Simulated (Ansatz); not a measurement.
Before relaxation, O put at a top C site (C, P6_3/mmc (No. 194), (0 0 1) face):

```xyz
7
Lattice="2.4650 0.0000 0.0000 -1.2325 2.1347 0.0000 0.0000 0.0000 25.7384" Properties=species:S:1:pos:R:3 pbc="T T T"
C     0.0000    0.0000    8.5000
C     0.0000    1.4232    8.5000
C     0.0000    0.0000   11.8692
C     1.2325    0.7116   11.8692
C     0.0000    0.0000   15.2384
C     0.0000    1.4232   15.2384
O     0.0000    0.0000   16.6584
```

Computed with Ansatz, DFT PBE+D3(BJ), scalar-relativistic, plane waves, PAW. Cutoff 420 eV; k points 12×12×1 on the computed 7-atom cell (Γ-centred); Gaussian smearing, width 0.10 eV; no spin polarisation. The cell repeats along c with a dipole correction in the vacuum.

Atoms 1, 2 (counted from 1) are held. The cell is fixed. Force threshold 0.03 eV/Å.

(1) Where does it end?

The end is the local minimum or symmetric point that this start leads to.

Spin polarisation was left out, and a magnetic state may lie lower.

## Answers

(1) The energy falls by 0.518 eV in 9 steps, to:

```xyz
7
Lattice="2.4650 0.0000 0.0000 -1.2325 2.1347 0.0000 0.0000 0.0000 25.7384" Properties=species:S:1:pos:R:3 pbc="T T T"
C     0.0000    0.0000    8.5000
C     0.0000    1.4232    8.5000
C     0.0000    0.0000   11.8622
C     1.2325    0.7116   11.8634
C     0.0000    0.0000   15.4670
C     0.0000    1.4232   15.1112
O     0.0000    0.0000   16.8507
```

Cost: 1 run of about 2.2 core-minutes, on Intel Xeon Processor @ 2.50GHz (Skylake/Cascade Lake) (shared hosts).